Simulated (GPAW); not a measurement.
# NiO (Fm-3m) in GPAW: further runs

One crystal, NiO, is run at these levels: TASK, PBE+U; tasks: equation of state, band structure.

All numbers are computed with GPAW 26.7.0; they aren't measurements. Logs are shortened: lines on timing, memory, paths and dates and some standing lists are left out, and cuts for length are marked. The log counts tension as positive stress, the text compression.

**Experimental background.**

From “Local correlations, non-local screening, multiplets, and band formation in NiO”, 2012, arxiv:1210.6675, for a bulk crystal of NiO: band gap 4.3 eV.

The runs below are set against these values where they give the same quantity.

## 1. Starting point

The structure is cubic, space group Fm-3m (No. 225). The conventional cell has a = 4.172 Å, b = 4.172 Å, c = 4.172 Å, α = 90.00°, β = 90.00°, γ = 90.00°. Ni (site symmetry m-3m) is surrounded by 6 O at 2.09 Å. O (site symmetry m-3m) is surrounded by 6 Ni at 2.09 Å.

## 2. Equation of state, TASK, collinear spin, ferromagnetic start

run.py

```python
from ase.eos import EquationOfState
from ase.io import Trajectory
from ase.spacegroup import crystal
from ase.units import GPa
from gpaw import GPAW, PW

# Ni 4a
# O 4b
atoms = crystal(['Ni', 'O'],
                basis=[[0.0, 0.0, 0.0],
                       [0.5, 0.0, 0.0]],
                spacegroup=225, setting=1,  # Fm-3m
                cellpar=[4.17180328, 4.17180328, 4.17180328, 90.0, 90.0, 90.0],
                primitive_cell=True)
atoms.set_initial_magnetic_moments([1.0, 0.0])

traj = Trajectory('eos.traj', 'w')
volumes, energies = [], []
for x in [0.94, 0.96, 0.98, 1.0, 1.02, 1.04, 1.06]:
    a = atoms.copy()
    a.set_cell(atoms.cell * x**(1 / 3), scale_atoms=True)
    calc = GPAW(mode=PW(800),
                xc='MGGA_X_TASK+LDA_C_PW',
                kpts={'size': (8, 8, 8), 'gamma': True},
                occupations={'name': 'fermi-dirac', 'width': 0.05},
                nbands=22,
                convergence={'density': 1e-05, 'energy': 1e-05},
                maxiter=150,
                txt=f'eos-{x:.2f}.txt')
    a.calc = calc
    energies.append(a.get_potential_energy(force_consistent=True))
    volumes.append(a.get_volume())
    p = -a.get_stress()[:3].mean() / GPa
    calc.write(f'eos-{x:.2f}.gpw')
    traj.write(a)
    print(f'{x:.2f} {volumes[-1]:10.4f} A^3 {energies[-1]:14.6f} eV {p:9.3f} GPa', flush=True)

v0, e0, B = EquationOfState(volumes, energies, eos='birchmurnaghan').fit()
print(f'V0 = {v0:.4f} A^3, E0 = {e0:.6f} eV, B0 = {B / GPa:.2f} GPa')
```

Potentials or basis: GPAW PAW data sets (gpaw-data 1.2.1), pw.

The run is started by

```console
$ OMP_NUM_THREADS=1 python run.py
```

The log of the run:

```text
__  _  _
 | _ |_)|_||  |
 |__||  | ||/\| - 26.7.0

Input parameters:
  mode=PW(ecut=800.0),
  convergence={'density': 1e-05, 'energy': 1e-05},
  kpts=MonkhorstPack(size=(8, 8, 8), gamma=True),
  maxiter=150,
  nbands=22,
  occupations=Occupations(name='fermi-dirac', width=0.05),
  xc=XC(name='MGGA_X_TASK+LDA_C_PW')

Diagonalizing LCAO Hamiltonian
Converting LCAO to pw mode

              O

       Ni

Atoms  # Å, Bohr magnetons
|   | symbol |        x |        y |        z |    initial magnetic moments |
|---|--------|----------|----------|----------|-----------------------------|
| 0 |     Ni | 0.000000 | 0.000000 | 0.000000 | ( 0.0000,  0.0000,  1.0000) |
| 1 |      O | 2.057710 | 2.057710 | 2.057710 | ( 0.0000,  0.0000,  0.0000) |

Unit cell  # Å
| periodic |        x |        y |        z |  lengths |    angles |
|----------|----------|----------|----------|----------|-----------|
|      yes | 0.000000 | 2.057710 | 2.057710 | 2.910042 | 60.000000 |
|      yes | 2.057710 | 0.000000 | 2.057710 | 2.910042 | 60.000000 |
|      yes | 2.057710 | 2.057710 | 0.000000 | 2.910042 | 60.000000 |

Number of symmetries: 48
Symmetry operations  # r_c * U_cc + t_c -> r_c
|    | kind |            matrix            |
|----|------|------------------------------|
|  0 |  σ   |  1, 0, 0,  1, 0,-1,  1,-1, 0 |
|  1 |  C2  |  1, 0, 0,  1,-1, 0,  1, 0,-1 |
|  2 |  E   |  1, 0, 0,  0, 1, 0,  0, 0, 1 |
|  3 |  σ   |  1, 0, 0,  0, 0, 1,  0, 1, 0 |
|  4 |  C4  |  1, 0,-1,  1, 0, 0,  1,-1, 0 |
|  5 |  S6  |  1, 0,-1,  1,-1, 0,  1, 0, 0 |
|  6 |  σ   |  1, 0,-1,  0, 1,-1,  0, 0,-1 |
|  7 |  C3  |  1, 0,-1,  0, 0,-1,  0, 1,-1 |
|  8 |  S6  |  1,-1, 0,  1, 0, 0,  1, 0,-1 |
|  9 |  C4  |  1,-1, 0,  1, 0,-1,  1, 0, 0 |
| 10 |  C3  |  1,-1, 0,  0,-1, 1,  0,-1, 0 |
| 11 |  σ   |  1,-1, 0,  0,-1, 0,  0,-1, 1 |
| 12 |  σ   |  0, 1, 0,  1, 0, 0,  0, 0, 1 |
| 13 |  C4  |  0, 1, 0,  0, 1,-1, -1, 1, 0 |
| 14 |  C3  |  0, 1, 0,  0, 0, 1,  1, 0, 0 |
| 15 |  S6  |  0, 1, 0, -1, 1, 0,  0, 1,-1 |
| 16 |  C2  |  0, 1,-1,  1, 0,-1,  0, 0,-1 |
| 17 |  σ   |  0, 1,-1,  0, 1, 0, -1, 1, 0 |
| 18 |  S4  |  0, 1,-1,  0, 0,-1,  1, 0,-1 |
| 19 |  C4  |  0, 1,-1, -1, 1, 0,  0, 1, 0 |
| 20 |  C3  |  0, 0, 1,  1, 0, 0,  0, 1, 0 |
| 21 |  σ   |  0, 0, 1,  0, 1, 0,  1, 0, 0 |
| 22 |  S6  |  0, 0, 1,  0,-1, 1, -1, 0, 1 |
| 23 |  C4  |  0, 0, 1, -1, 0, 1,  0,-1, 1 |
| 24 |  S4  |  0, 0,-1,  1, 0,-1,  0, 1,-1 |
| 25 |  C3  |  0, 0,-1,  0, 1,-1,  1, 0,-1 |
| 26 |  C2  |  0, 0,-1,  0,-1, 0, -1, 0, 0 |
| 27 |  S6  |  0, 0,-1, -1, 0, 0,  0,-1, 0 |
| 28 |  S4  |  0,-1, 1,  1,-1, 0,  0,-1, 0 |
| 29 |  C4  |  0,-1, 1,  0, 0, 1, -1, 0, 1 |
| 30 |  C2  |  0,-1, 1,  0,-1, 0,  1,-1, 0 |
| 31 |  σ   |  0,-1, 1, -1, 0, 1,  0, 0, 1 |
| 32 |  C3  |  0,-1, 0,  1,-1, 0,  0,-1, 1 |
| 33 |  S6  |  0,-1, 0,  0, 0,-1, -1, 0, 0 |
| 34 |  S4  |  0,-1, 0,  0,-1, 1,  1,-1, 0 |
| 35 |  C2  |  0,-1, 0, -1, 0, 0,  0, 0,-1 |
| 36 |  C2  | -1, 1, 0,  0, 1, 0,  0, 1,-1 |
| 37 |  S6  | -1, 1, 0,  0, 1,-1,  0, 1, 0 |
| 38 |  S4  | -1, 1, 0, -1, 0, 1, -1, 0, 0 |
| 39 |  C3  | -1, 1, 0, -1, 0, 0, -1, 0, 1 |
| 40 |  S6  | -1, 0, 1,  0, 0, 1,  0,-1, 1 |
| 41 |  C2  | -1, 0, 1,  0,-1, 1,  0, 0, 1 |
| 42 |  C3  | -1, 0, 1, -1, 1, 0, -1, 0, 0 |
| 43 |  S4  | -1, 0, 1, -1, 0, 0, -1, 1, 0 |
| 44 |  C2  | -1, 0, 0,  0, 0,-1,  0,-1, 0 |
| 45 |  i   | -1, 0, 0,  0,-1, 0,  0, 0,-1 |
| 46 |  σ   | -1, 0, 0, -1, 1, 0, -1, 0, 1 |
| 47 |  C2  | -1, 0, 0, -1, 0, 1, -1, 1, 0 |

BZ-sampling:
  Number of BZ points: 512
  Number of IBZ points: 29

  Monkhorst-Pack size: [8, 8, 8]
  Monkhorst-Pack shift: [0.0625, 0.0625, 0.0625]

K-points  # in reciprocal-cell coordinates
|     |                                coordinates |     weight |
|-----|--------------------------------------------|------------|
|   0 | (  0.00000000,   0.00000000,   0.00000000) | 0.00195312 |
|   1 | (  0.12500000,   0.12500000,   0.00000000) | 0.01171875 |
|   2 | (  0.12500000,   0.12500000,   0.12500000) | 0.01562500 |
|   3 | (  0.25000000,   0.12500000,   0.12500000) | 0.02343750 |
|   4 | (  0.25000000,   0.25000000,   0.00000000) | 0.01171875 |
|   5 | (  0.25000000,   0.25000000,   0.12500000) | 0.04687500 |
|   6 | (  0.25000000,   0.25000000,   0.25000000) | 0.01562500 |
|   7 | (  0.37500000,   0.25000000,  -0.37500000) | 0.04687500 |
|   8 | (  0.37500000,   0.25000000,   0.12500000) | 0.04687500 |
|   9 | (  0.37500000,   0.25000000,   0.25000000) | 0.04687500 |
| ... |                                            |            |
|  28 | (  0.50000000,   0.50000000,   0.50000000) | 0.00781250 |

Plane wave coefficients: 934
Cutoff: 800.0 eV

Spin-components: 2 (collinear spins)
Bands:           22
Projectors:      11
Spin-degeneracy: 1
Datatype:        complex128

Parallelization:
  kpt:    1
  domain: 1
  band:   1

Density:
  Valence electrons: 22.0
  Components: 2
  Grid points: [20 20 20]
  Charge: 0.0  # |e|

Potential:
  Grid points: [20 20 20]

species:
  Ni:
    name:    Nickel
    Z:       28.0
    valence: 16
    core:    12
    charge:  0.0  # [|e|]
    compensation charges:
      type: gauss
      rc: 0.36  # [Å]
      lmax: 2
    cutoffs:
      filter: 2.14  # [Å]
      core: 1.98  # [Å]
    projectors
    | kind |    occ | energy [eV] | rcut [Å] |
    |------|--------|-------------|----------|
    |   4s |  2.000 |      -5.642 |    1.164 |
    |   3p |  6.000 |     -71.394 |    1.207 |
    |   4p |  0.000 |      -1.226 |    1.207 |
    |   3d |  8.000 |      -8.875 |    1.138 |
    |    s |        |      21.570 |    1.164 |
    |    d |        |      18.337 |    1.138 |

    Using partial waves for Ni as LCAO basis

  O:
    name:    Oxygen
    Z:       8.0
    valence: 6
    core:    2
    charge:  0.0  # [|e|]
    compensation charges:
      type: gauss
      rc: 0.21  # [Å]
      lmax: 2
    cutoffs:
      filter: 1.17  # [Å]
      core: 0.83  # [Å]
    projectors
    | kind |    occ | energy [eV] | rcut [Å] |
    |------|--------|-------------|----------|
    |   2s |  2.000 |     -23.961 |    0.688 |
    |   2p |  4.000 |      -9.029 |    0.598 |
    |    s |        |       3.251 |    0.688 |
    |    p |        |      18.182 |    0.598 |
    |    d |        |       0.000 |    0.619 |

    Using partial waves for O as LCAO basis

Reference energy: -43408.850748  # eV

eigensolver:
  PPCG
  Converge bands: occupied
  niter=2

density mixing:
  MSR1-Mixer
  Pratt-step length: 0.05
  Maximum mixing coefficient: 0.75
  Old densities: 10
  SVD Regularization: 0.005
  Good broyden scale: 1.0
  Trust region scale: 1.0
  Backstep threshold: 4.0
  History deletion threshold: 6.0
  Fourier metric: weight=20.0, sigma=0.015

occupation numbers:
  Fermi-Dirac:
    width: 0.0500  # eV

poisson solver:
  ecut: 6400.0  # eV

xc functional:
  name: MGGA_X_TASK+LDA_C_PW with 2 nearest neighbor stencil

convergence criteria:
- Maximum integral of absolute [dens]ity change: 1e-05 electrons / valence electron
- Maximum [total energy] change in last 3 cyles: 1e-05 eV / valence electron
- Maximum integral of absolute [eigenst]ate change: 4e-08 eV^2 / valence electron
maximum number of iterations: 150

SCF iterations
|iter     | |      energy | eigst |  dens |  magmom |
|---------|-|-------------|-------|-------|---------|
|iter:   1| |  -17.865201 | +0.29 |       |  +1.0004|
|iter:   2| |   -2.641991 | -1.16 | -1.11 |  +1.0114|
|iter:   3| |   -5.915571 | -1.31 | -1.11 |  +0.8858|
|iter:   4| |   -2.457333 | -1.48 | -0.88 |  +1.0420|
|iter:   5| |   -2.647338 | -1.82 | -1.41 |  +1.1853|
|iter:   6| |   -2.989682 | -2.34 | -1.47 |  +1.6042|
|iter:   7| |   -3.330072 | -1.98 | -1.56 |  +1.9156|
|iter:   8| |   -3.047804 | -2.28 | -1.39 |  +1.8694|
|iter:   9| |   -3.065874 | -3.43 | -2.15 |  +1.9883|
|iter:  10| |   -3.065360 | -3.92 | -2.63 |  +1.9825|
|iter:  11| |   -3.065489 | -5.13 | -2.85 |  +2.0084|
|iter:  12| |   -3.065508c| -6.17 | -3.26 |  +2.0020|
|iter:  13| |   -3.065509c| -7.38 | -3.95 |  +1.9998|
|iter:  14| |   -3.065509c| -8.33c| -4.52 |  +2.0000|
|iter:  15| |   -3.065509c| -8.00c| -5.03c|  +1.9999|

Converged in 15 steps
Energy contributions relative to reference atoms: (reference = -43408.850748)

Energy contributions:
  Kinetic:          50.951501
  Coulomb:         -42.229693
  Zero:              0.152074
  External:          0.000000
  Xc:              -11.939382
  Entropy:          -0.000018
  Spinorbit:         0.000000
  ----------------------------
  Free energy:      -3.065518
  Extrapolated:     -3.065509

dipole moment: (-8.164229, -8.164229, -8.164229)  # |e|*Ang

Total magnetic moment: (0.000000, 0.000000, 1.999936)

Local magnetic moments
|        x |        y |        z |
|----------|----------|----------|
| 0.000000 | 0.000000 | 1.716069 |  # Ni   0
| 0.000000 | 0.000000 | 0.231646 |  # O    1

Fermi level: 8.872
Eigenvalues  # (at kpt = [0.000, 0.000, 0.000])
| band index |      eig [eV] | occ [0-1] |      eig [eV] | occ [0-1] |
|------------|---------------|-----------|---------------|-----------|
|          0 |       -60.257 |     1.000 |       -57.088 |     1.000 |
|        ... |               |           |               |           |
|          3 |       -14.194 |     1.000 |       -13.647 |     1.000 |
|          4 |         4.455 |     1.000 |         5.844 |     1.000 |
|          5 |         4.455 |     1.000 |         5.844 |     1.000 |
|          6 |         4.930 |     1.000 |         5.844 |     1.000 |
|          7 |         4.930 |     1.000 |         6.514 |     1.000 |
|          8 |         4.930 |     1.000 |         6.514 |     1.000 |
[... 8 lines left out ...]
|         17 |        34.448 |     0.000 |        34.977 |     0.000 |
|         18 |        34.448 |     0.000 |        34.977 |     0.000 |
|        ... |               |           |               |           |
|         21 |        37.189 |     0.000 |        38.125 |     0.000 |

Gap: 0.636 eV
Transition (v -> c):
  (s=0, k=28, n=11, [0.50, 0.50, 0.50]) -> (s=1, k=0, n=10, [0.00, 0.00, 0.00])
Direct/indirect transitions are different
Direct gap: 1.567 eV
Transition at: (s=1, k=4, n=9, [0.25, 0.25, 0.00])

Stress tensor  # eV/Ang^3
|         x |         y |         z |
|-----------|-----------|-----------|
| -0.201389 | -0.000000 | -0.000000 |
| -0.000000 | -0.201389 |  0.000000 |
| -0.000000 |  0.000000 | -0.201389 |

# Writing to eos-0.96.gpw (mode='')
```

Run time: 5 min. Hardware: 1 thread of Intel Xeon 6975P-C (Granite Rapids), shared host; peak memory 0.73 GiB.

Results:

```yaml
Equilibrium_volume: "10.00 Å³/atom (rough: see the caveat)"
Bulk_modulus: 175 GPa (rough)
```

Energy against volume, from the lowest point:
```csv
volume (Å³/atom),energy (meV/atom)
8.531,147.32
8.713,106.83
8.894,73.51
9.076,46.79
9.257,26.01
9.439,10.58
9.620,0.00
```

Caveat: the minimum lies outside the volumes run; the PAW data sets were made with another functional, which shifts forces and pressure a little.

## 3. Band structure, PBE+U, collinear spin, ferromagnetic start

run.py

```python
from ase.dft.bandgap import bandgap
from ase.io import read, write
from ase.units import GPa
from gpaw import GPAW, PW

atoms = read('NiO.xyz')
atoms.set_initial_magnetic_moments([1.0, 0.0])

calc = GPAW(mode=PW(800),
            xc='PBE',
            kpts={'size': (8, 8, 8), 'gamma': True},
            occupations={'name': 'fermi-dirac', 'width': 0.05},
            setups={'Ni': ':d,1.0'},
            nbands=22,
            convergence={'density': 1e-05, 'energy': 1e-05},
            maxiter=150,
            txt='gpaw.txt')
atoms.calc = calc
energy = atoms.get_potential_energy()
forces = atoms.get_forces()
stress = atoms.get_stress()
calc.write('gs.gpw')
write('result.traj', atoms)
print(f'Energy: {energy:.6f} eV')
print('Forces (eV/A):')
print(forces.round(4))
print('Stress (GPa):', (stress / GPa).round(3))
print('Moments:', calc.get_magnetic_moments().round(3))
print('Fermi level:', round(calc.get_fermi_level(), 4), 'eV')
print(f'Gap: {bandgap(calc)[0]:.4f} eV, direct: {bandgap(calc, direct=True)[0]:.4f} eV')

path = atoms.cell.bandpath('GXWKGLUWLK,UX', npoints=60, eps=1e-4)
bs_calc = calc.fixed_density(kpts=path, symmetry='off', nbands=31,
                             convergence={'bands': 'CBM+6.0', 'eigenstates': 1e-6}, txt='bands.txt')
bs = bs_calc.band_structure()
bs.write('bs.json')
print(f'Gap on the path: {bandgap(bs_calc)[0]:.4f} eV')
```

NiO.xyz

```xyz
2
Lattice="0.0000000000 2.0859016414 2.0859016414 2.0859016414 0.0000000000 2.0859016414 2.0859016414 2.0859016414 0.0000000000" Properties=species:S:1:pos:R:3 pbc="T T T"
Ni     0.0000000000      0.0000000000      0.0000000000
O      2.0859016414      2.0859016414      2.0859016414
```

Potentials or basis: GPAW PAW data sets (gpaw-data 1.2.1), pw.

The run is started by

```console
$ OMP_NUM_THREADS=1 python run.py
```

Wall time 37 s (1 thread of Intel Xeon 6975P-C (Granite Rapids), shared host); peak memory 0.26 GiB.

It converged, with:

```yaml
Free_energy: -12.7106 eV
Pressure: 2.0 GPa
Band_gap_along_the_path: none (metal or under the smearing width)
Net_moment: 0.00 μB per cell
```

Levels at the corners of the path, in eV from the Fermi level:
Spin up:
| point | band 7 | band 8 | band 9 | band 10 | band 11 | band 12 | band 13 |
| --- | --- | --- | --- | --- | --- | --- | --- |
| Γ | -3.31 | -2.28 | -2.28 | -2.28 | -1.63 | -1.63 | 1.45 |
| X | -4.60 | -3.26 | -1.22 | -1.15 | -1.15 | -0.67 | 6.25 |
| W | -5.92 | -1.55 | -1.55 | -1.15 | -0.80 | 0.03 | 8.56 |
| K | -5.21 | -2.13 | -1.29 | -1.09 | -0.51 | 0.02 | 7.86 |
| Γ | -3.31 | -2.28 | -2.28 | -2.28 | -1.63 | -1.63 | 1.45 |
| L | -5.62 | -1.40 | -1.40 | -1.02 | 1.27 | 1.27 | 5.45 |
| U | -5.21 | -2.13 | -1.29 | -1.09 | -0.51 | 0.02 | 7.86 |
| W | -5.92 | -1.55 | -1.55 | -1.15 | -0.80 | 0.03 | 8.56 |
| L | -5.62 | -1.40 | -1.40 | -1.02 | 1.27 | 1.27 | 5.45 |
| K | -5.21 | -2.13 | -1.29 | -1.09 | -0.51 | 0.02 | 7.86 |
| U | -5.21 | -2.13 | -1.29 | -1.09 | -0.51 | 0.02 | 7.86 |
| X | -4.60 | -3.26 | -1.22 | -1.15 | -1.15 | -0.67 | 6.25 |
Spin down:
| point | band 7 | band 8 | band 9 | band 10 | band 11 | band 12 | band 13 |
| --- | --- | --- | --- | --- | --- | --- | --- |
| Γ | -3.31 | -2.28 | -2.28 | -2.28 | -1.63 | -1.63 | 1.45 |
| X | -4.60 | -3.26 | -1.22 | -1.15 | -1.15 | -0.67 | 6.25 |
| W | -5.92 | -1.55 | -1.55 | -1.15 | -0.80 | 0.03 | 8.56 |
| K | -5.21 | -2.13 | -1.29 | -1.09 | -0.51 | 0.02 | 7.86 |
| Γ | -3.31 | -2.28 | -2.28 | -2.28 | -1.63 | -1.63 | 1.45 |
| L | -5.62 | -1.40 | -1.40 | -1.02 | 1.27 | 1.27 | 5.45 |
| U | -5.21 | -2.13 | -1.29 | -1.09 | -0.51 | 0.02 | 7.86 |
| W | -5.92 | -1.55 | -1.55 | -1.15 | -0.80 | 0.03 | 8.56 |
| L | -5.62 | -1.40 | -1.40 | -1.02 | 1.27 | 1.27 | 5.45 |
| K | -5.21 | -2.13 | -1.29 | -1.09 | -0.51 | 0.02 | 7.86 |
| U | -5.21 | -2.13 | -1.29 | -1.09 | -0.51 | 0.02 | 7.86 |
| X | -4.60 | -3.26 | -1.22 | -1.15 | -1.15 | -0.67 | 6.25 |

Caveat: the stock nickel data set gives pressures a few GPa off other programs; the run has no moments, though such compounds are often magnetic; a magnetic state may lie lower.

## 4. Against experiment

Step 3. Measured gap of NiO: 4.3 eV (quoted in “Local correlations, non-local screening, multiplets, and band formation in NiO”, 2012, arxiv:1210.6675). This calculation gives 0.00 eV (-4.30 eV). So large a miss can be the level of theory's own, or it may mean another phase, state or a wrong row. The value is that of PBE+U, without temperature or zero-point motion.
